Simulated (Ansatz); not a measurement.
**SnO2 (rutile): which axis gives way under pressure?**

Cell and atoms of rutile SnO2 are relaxed at set pressures, to see how each axis shrinks. The phase is followed to these pressures whether or not it stays the stable one.

Calculated with Ansatz 0.2.0, PBEsol, PAW files of the set soft_1, cutoff 600 eV, Fermi–Dirac smearing 0.02 eV, k-mesh 6×6×9, no spin polarisation, no spin-orbit coupling.

Reference cell, relaxed at zero pressure with PBEsol (P4_2/mnm): a = 4.7686 Å, b = 4.7686 Å, c = 3.2114 Å, α = 90.00°, β = 90.00°, γ = 90.00°.

```
atom       x       y       z
  Sn  0.0000  0.0000  0.0000
  Sn  0.5000  0.5000  0.5000
   O  0.3063  0.3063  0.0000
   O  0.1937  0.8063  0.5000
   O  0.6937  0.6937  0.0000
   O  0.8063  0.1937  0.5000
```

| P (GPa) | a (Å) | c (Å) | c/a |
| --- | --- | --- | --- |
| −4.00 | 4.8148 | 3.2230 | 0.6694 |
| 0.00 | 4.7686 | 3.2114 | 0.6734 |
| 10.00 | 4.6764 | 3.1845 | 0.6810 |
| 15.01 | 4.6383 | 3.1724 | 0.6840 |
| 20.00 | 4.6036 | 3.1616 | 0.6868 |
| 30.00 | 4.5422 | 3.1420 | 0.6917 |

**Question.** Give the linear compressibility of each axis at zero pressure, and the edges at 5.00 GPa, a row left out above.

Least squares with l = l0 + l1 P + l2 P² gives for a: l0 = 4.7708 Å, l1 = −1.017e−2 Å/GPa, l2 = 8.59e−5 Å/GPa², so β = −l1/l0 = 2.132 × 10⁻³ GPa⁻¹ and the withheld edge is 4.7221 Å. The run itself gives 4.7194 Å, so the estimate misses by 0.0027 Å; the fitted rows themselves lie up to 0.0022 Å off the law.

Least squares with l = l0 + l1 P + l2 P² gives for c: l0 = 3.2113 Å, l1 = −2.860e−3 Å/GPa, l2 = 1.84e−5 Å/GPa², so β = −l1/l0 = 0.891 × 10⁻³ GPa⁻¹ and the withheld edge is 3.1975 Å. The run itself gives 3.1974 Å, so the estimate misses by 0.0001 Å, a rounding's worth.

The compressibilities add to the volume compressibility, 2β_a + β_c = 5.154 × 10⁻³ GPa⁻¹, or B0 ≈ 194 GPa; a parabola over so wide a range errs a few per cent to the stiff side. The a axis is the softest, 2.4 times as compressible as c.

[Logs are printed without paths, hosts, clocks, repeated set-up lines and the standing remarks that a program may print on its own settings, such as how far it seeks lower states.]
